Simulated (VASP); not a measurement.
# PbO in VASP 6.6.1, single-point calculation

INCAR

```
ISMEAR = -4
ENCUT = 520
LCHARG = .FALSE.
GGA = PE
LREAL = .FALSE.
IBRION = -1
LASPH = .TRUE.
PREC = Accurate
EDIFF = 1E-7
NBANDS = 17
NELM = 120
ISIF = 2
SIGMA = 0.01
LWAVE = .FALSE.
NSW = 0
```

KPOINTS

```
KPOINTS created by Atomic Simulation Environment
0
Gamma
8 8 8
0 0 0
```

POSCAR

```
Pb O
 1.0000000000000000
    -0.0650326115000000    2.6065174968000000    2.6065174968000000
     2.6065174968000000   -0.0650326115000000    2.6065174968000000
     2.5414848853000001    2.5414848853000001    0.0000000000000000
 Pb  O
   1   1
Cartesian
  0.0000000000000000  0.0000000000000000  0.0000000000000000
  2.5414848852999996  2.5414848852999996  2.6065174967999996
```

The recommended PBE PAW datasets give the neutral cell 20 valence electrons.

Command

```
mpirun -np 1 vasp_std
```

Question: Predict the outcome of this run.

Answer: It converged. Results: gap between bands v and c on the k mesh 0.44 eV; least direct gap on the k mesh 0.48 eV; pressure 2.6 GPa. Band v is the last that the valence electrons fill when counted band by band, and c is the next.

OSZICAR

```
N       E                     dE             d eps       ncg     rms          rms(c)
DAV:   1     0.174071784145E+03    0.17407E+03   -0.10424E+04  3274   0.142E+03
DAV:   2     0.469015441676E+00   -0.17360E+03   -0.16573E+03  3503   0.356E+02
DAV:   3    -0.123221639397E+02   -0.12791E+02   -0.12713E+02  3922   0.103E+02
DAV:   4    -0.125738458089E+02   -0.25168E+00   -0.25153E+00  4120   0.152E+01
DAV:   5    -0.125814934847E+02   -0.76477E-02   -0.76471E-02  4568   0.255E+00    0.864E+00
DAV:   6    -0.106917340631E+02    0.18898E+01   -0.15332E+01  4503   0.277E+01    0.514E+00
DAV:   7    -0.103859128853E+02    0.30582E+00   -0.21022E+00  4020   0.118E+01    0.149E+00
DAV:   8    -0.104221066542E+02   -0.36194E-01   -0.46799E-01  3647   0.668E+00    0.175E+00
DAV:   9    -0.103688492053E+02    0.53257E-01   -0.78393E-02  3891   0.340E+00    0.205E-01
DAV:  10    -0.103695234972E+02   -0.67429E-03   -0.76045E-03  3924   0.661E-01    0.180E-01
DAV:  11    -0.103691497071E+02    0.37379E-03   -0.12224E-03  3595   0.253E-01    0.231E-02
DAV:  12    -0.103691430581E+02    0.66490E-05   -0.35391E-05  4495   0.594E-02    0.536E-03
DAV:  13    -0.103691437270E+02   -0.66889E-06   -0.16804E-06  4059   0.142E-02    0.309E-03
DAV:  14    -0.103691439867E+02   -0.25970E-06   -0.74056E-07  3552   0.622E-03    0.425E-04
DAV:  15    -0.103691439936E+02   -0.68808E-08   -0.35997E-08  2626   0.161E-03
   1 F= -.10369144E+02 E0= -.10369144E+02  d E =0.000000E+00
```

For comparison, a separate PBE run of the intended cell, on usual settings and not on those above, gives a gap of 0.44 eV on its mesh and a pressure of 2.6 GPa.
